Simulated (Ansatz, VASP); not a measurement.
Two plane-wave programs on GaN

```
CELL_PARAMETERS angstrom
3.02346 0.00000 0.00000
-1.51173 2.61839 0.00000
0.00000 0.00000 4.93344
ATOMIC_POSITIONS crystal
Ga 0.33333 0.66667 0.00059
Ga 0.66667 0.33333 0.50059
N 0.33333 0.66667 0.37641
N 0.66667 0.33333 0.87641
```

Alike in both runs: functional PBEsol; k mesh 9 × 9 × 6; no spin polarisation.

Ansatz relaxed the structure, and its values are those at the end. VASP's run is a single point on that final structure, the one shown.

```csv
,VASP,Ansatz
version,VASP 6.6.1,Ansatz 0.2.0
potentials or method,"VASP PAW PBE potentials, release 64 (Ga_d, N)","scalar-relativistic, plane waves, PAW"
plane-wave cutoff (eV),520,520
occupations,"gaussian, width 0.01 eV",fixed
valence electrons in the cell,36,36
```

Ansatz gave:

| Item | Value |
| --- | --- |
| gap on the k mesh at the Fermi level (eV) | 2.87 |
| least direct gap on the mesh (eV) | 2.87 |

Q: Estimate VASP's values.

A: gap on the k mesh at the Fermi level (eV): 2.89; least direct gap on the mesh (eV): 2.89.
